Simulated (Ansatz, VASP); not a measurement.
Si: VASP beside Ansatz

File INCAR:

```
PREC     = Accurate       # precision mode
ENCUT    = 520            # plane-wave cutoff, eV
EDIFF    = 1E-6           # SCF threshold, eV
ISMEAR   = -1             # smearing method
SIGMA    = 0.05           # smearing width, eV
LREAL    = F              # projectors in reciprocal space
LASPH    = T              # aspherical terms in the spheres
NELM     = 80             # most SCF steps
ALGO     = Normal         # electronic algorithm
ISIF     = 2              # what is computed and relaxed
LWAVE    = F              # write WAVECAR
LCHARG   = T              # write CHGCAR
GGA      = PS             # functional
LELF     = T              # ELF
LVHAR    = T            
NBANDS   = 11             # bands
```

KPOINTS

```
Automatic mesh
0
Gamma
  11 11 11
```

Contents of POSCAR:

```
Si
1.0
   -2.4025781503      2.4025781503      1.3467577299
    2.4025781503     -2.4025781503      1.3467577299
    2.4025781503      2.4025781503     -1.3467577299
Si
2
Direct
    0.5000000000      0.5000000000      0.0000000000
    0.2500000000      0.7500000000      0.5000000000
```

The input input.yaml:

```yaml
crystal:
  lattice:
    - [-2.4025781503, 2.4025781503, 1.3467577299]
    - [2.4025781503, -2.4025781503, 1.3467577299]
    - [2.4025781503, 2.4025781503, -1.3467577299]
  atoms:
    - { symbol: Si, position: [0.5, 0.5, 0.0] }
    - { symbol: Si, position: [0.25, 0.75, 0.5] }
kpoints:
  mp_grid: { grid: [11, 11, 11] }
scf:
  occupations: { method: fermi_dirac, width: 0.05 }
hamiltonian:
  xc: pbesol
  pseudopotentials: { kind: all_electron, lapw: { basis_error: 0.001 } }
output:
  forces: true
  stress: true
  eigenvalues: true
```

Change from the starting cell: volume scaled by 1.04.

Alike in both runs: task single point; functional PBEsol; k mesh 11 × 11 × 11; occupations fermi-dirac, width 0.05 eV; no spin polarisation.

```csv
,VASP,Ansatz
version,VASP 6.6.1,Ansatz 0.2.0
potentials or method,"VASP PAW PBE potentials, release 64 (Si)","all-electron LAPW, scalar-relativistic"
plane-wave cutoff (eV),520,see its input
```

|  | VASP | Ansatz | Ansatz less VASP |
| --- | --- | --- | --- |
| gap on the k mesh at the Fermi level (eV) | none | none | - |
| pressure (GPa) | -3.4 | -3.6 | -0.12 |
| largest component of the traceless stress (GPa) | 0.62 | 0.58 | -0.046 |

A gap of «none» marks a metal or a gap that the smearing closes. Ansatz ran all-electron here, so the differences hold the error of VASP's frozen core and of both bases.

Caveats: the PAW data sets were made with another functional, which shifts forces and pressure a little (VASP).
